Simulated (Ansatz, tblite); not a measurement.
## A script for BeS (GFN2-xTB)

These are simulated results from tblite 0.8.0, not measurements. The cell was built from a prototype and was relaxed with r2SCAN in plane waves (Ansatz 0.2.0). Not every such cell is a known phase. All runs are without spin polarisation.

Space group P6_3/mmc (No. 194), hexagonal; a = 3.300 Å, c = 5.255 Å in the conventional setting, 12.39 Å³ an atom. Be has 6 S at 2.31 Å; S has 6 Be at 2.31 Å.

tblite solves periodic systems at the zone centre alone, so the script builds a cluster of 3×3×2 conventional cells (72 atoms), which folds in a coarse mesh of k points.

run.py reads:

```python
import json
from ase import Atoms
from ase.build import make_supercell
from ase.units import Bohr, GPa, Hartree
from tblite.interface import Calculator

atoms = Atoms(['Be', 'Be', 'S', 'S'],
              cell=[[3.300236, 0.0, 0.0], [-1.650118, 2.858088, 0.0], [0.0, 0.0, 5.255222]],
              scaled_positions=[[0.0, -0.0, -0.0], [-0.0, -0.0, 0.5], [0.333333, 0.666667, 0.25], [0.666667, 0.333333, 0.75]],
              pbc=True)
cluster = make_supercell(atoms, [[3, 0, 0], [0, 3, 0], [0, 0, 2]])
calc = Calculator('GFN2-xTB', cluster.numbers, cluster.positions / Bohr, lattice=cluster.cell[:] / Bohr, periodic=cluster.pbc)
calc.set('temperature', 0.02 / Hartree)
calc.set('max-iter', 150)
res = calc.singlepoint()
levels = res.get('orbital-energies') * Hartree
nv = round(res.get('orbital-occupations').sum() / 2)
cells = len(cluster) // len(atoms)
out = {'energy_per_cell': res.get('energy') * Hartree / cells, 'homo': levels[nv - 1], 'lumo': levels[nv],
       'stress': (-res.get('virial') * Hartree / cluster.get_volume() / GPa).tolist(), 'charges': res.get('charges')[:len(atoms)].tolist(), 'electrons': 2 * nv / cells}
json.dump(out, open('results.json', 'w'))
for key, value in out.items():
    print(key, value)
```

Command: `python run.py`. It took 8.8 s on 1 thread of Arm Neoverse V1, with other jobs on the host, peak memory 0.12 GiB.

The log:

```
------------------------------------------------------------
  cycle        total energy    energy error   density error
------------------------------------------------------------
      1     -115.4196477198  -1.1576368E+02   4.5500971E-01
      2      286.1391614349   4.0155881E+02   1.2171228E+00
      3     -140.8032168997  -4.2694238E+02   2.3347658E-01
      4     -130.1325700466   1.0670647E+01   2.1722671E-01
      5     -138.2543197666  -8.1217497E+00   1.3495416E-01
      6     -143.6132714968  -5.3589517E+00   1.0425440E-02
      7     -143.6114507069   1.8207899E-03   6.3373463E-03
      8     -143.6132723913  -1.8216845E-03   2.7685582E-03
      9     -143.6137802753  -5.0788396E-04   1.6041394E-03
     10     -143.6136864946   9.3780717E-05   8.4181995E-04
     11     -143.6137039319  -1.7437346E-05   7.0878528E-04
     12     -143.6137873954  -8.3463458E-05   8.3095153E-05
     13     -143.6137872446   1.5082486E-07   5.1869890E-05
     14     -143.6137873285  -8.3931241E-08   4.4498640E-05
     15     -143.6137874471  -1.1865117E-07   2.3486437E-05
     16     -143.6137875595  -1.1236770E-07   1.1273935E-05
------------------------------------------------------------

 total:                                   8.143 sec
energy_per_cell -217.10723398352795
homo -7.507711440679025
lumo -3.9675480771074567
stress [[16.502164595280384, -0.0008382286688336834, -3.3191649468175084e-07], [-0.0008382286688335372, 16.501207899926264, -7.024715768370025e-06], [-3.319164944904791e-07, -7.024715768515072e-06, 18.50499971909903]]
charges [0.5487506042912984, 0.5487501411794432, -0.5487578491083546, -0.5487539460998447]
electrons 16.0
```

The cycle table is in hartree for the whole cluster, and the lines after it are in eV (the energy for one cell). The printed stress is in GPa and positive in compression, and the pressure is its mean diagonal.

GFN2-xTB gives a gap of 3.54 eV. On the same cell, plane-wave PBE (Ansatz, 12×12×6 k points and the special points) gives a gap of 1.46 eV and r2SCAN a gap of 1.81 eV; on shared hosts these took about 3.5 and 8.8 core-seconds on the 4-atom cell, against 8.8 for the script. Semilocal gaps usually lie below measured ones. xTB was fitted to molecules, so gaps, charges and pressures of solids can be far off, and the gap also depends on the size of the cluster.

The same script was run on cells scaled at fixed shape and fractional coordinates:

```
volume (Å³/atom)  energy (meV/atom)  pressure (GPa, positive in compression)  gap (eV)
           10.91              224.6                                    35.19      3.47
           11.65               91.4                                    22.75      3.62
           12.39                0.0                                    17.17      3.54
           13.14              -46.1                                     6.39      2.70
           13.88              -62.9                                     1.01      2.07
```

The minimum lies beyond the largest of these volumes.

xTB was fitted mostly to molecules, and a small cluster samples few k points, so gaps, pressures and kinks along a curve can be far from a solid's.
